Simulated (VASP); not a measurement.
# CaO in VASP: one cell, several levels of theory

The task here is to estimate one member of a computed series from the others.

Code: VASP 6.6.1. PAW datasets, plane waves. The values are computed, spin-unpolarised, and not measurements.

## Starting point

The cell comes from an earlier relaxation with r2SCAN in another program.

The symmetry is Fm-3m (No. 225, cubic); a = 4.795 Å in the conventional setting, 13.78 Å³ an atom. Around Ca lie 6 O at 2.40 Å; around O lie 6 Ca at 2.40 Å.

Structure file:

```xyz
2
Lattice="0.0000 2.3976 2.3976 2.3976 0.0000 2.3976 2.3976 2.3976 0.0000" Properties=species:S:1:pos:R:3 pbc="T T T"
Ca    0.0000    0.0000    0.0000
O     2.3976    2.3976    2.3976
```

The first run:

File INCAR:

```
ENCUT = 520.000000
SIGMA = 0.020000
EDIFF = 1.00e-07
GGA = PE
PREC = Accurate
IBRION = -1
ISIF = 2
ISMEAR = -1
NBANDS = 15
NELM = 120
NSW = 0
LASPH = .TRUE.
LCHARG = .FALSE.
LWAVE = .FALSE.
LREAL = .FALSE.
```

File KPOINTS:

```
KPOINTS created by Atomic Simulation Environment
0
Gamma
10 10 10
0 0 0
```

File KPOINTS_OPT:

```
special points
6
Reciprocal
0.0000000000 0.0000000000 0.0000000000 1
0.5000000000 0.0000000000 0.5000000000 1
0.5000000000 0.2500000000 0.7500000000 1
0.3750000000 0.3750000000 0.7500000000 1
0.5000000000 0.5000000000 0.5000000000 1
0.6250000000 0.2500000000 0.6250000000 1
```

File POSCAR:

```
Ca O
 1.0000000000000000
    -0.0000000000000000    2.3975501229068663    2.3975501229068663
     2.3975501229068663   -0.0000000000000000    2.3975501229068663
     2.3975501229068663    2.3975501229068663   -0.0000000000000000
 Ca  O
   1   1
Cartesian
  0.0000000000000000  0.0000000000000000  0.0000000000000000
  2.3975501229068663  2.3975501229068663  2.3975501229068663
```

The run uses the recommended PBE PAW datasets (16 valence electrons a neutral cell).

Command:

```bash
mpirun -np 1 vasp_std
```

Among the steps run: Single point with PBE; Single point with r2SCAN; LDA; Single point with PBEsol; Linear response to a field, PBE.

One of the session's tables, all rows but one given; the rest of the session is left out.

```
 level  gap (eV)  Ansatz: gap (eV)
   PBE      3.63              3.65
r2SCAN      4.19              4.20
   LDA         ?                 ?
PBEsol      3.53              3.55
```

**Question.** Estimate the row for LDA.

As computed: gap (eV): 3.46; Ansatz: gap (eV): 3.48. In the column «gap (eV)» it is the lowest.

The two programs agree on the gap within 0.04 eV, far less than the spread between functionals. A mean ε∞ of 3.8 means a refractive index near 1.95 below the gap. Ansatz refines its mesh for the response by itself, so the meshes differ. Each program uses its own PAW datasets and cutoff. LDA means the Perdew–Zunger form in VASP and the Perdew–Wang form in Ansatz.
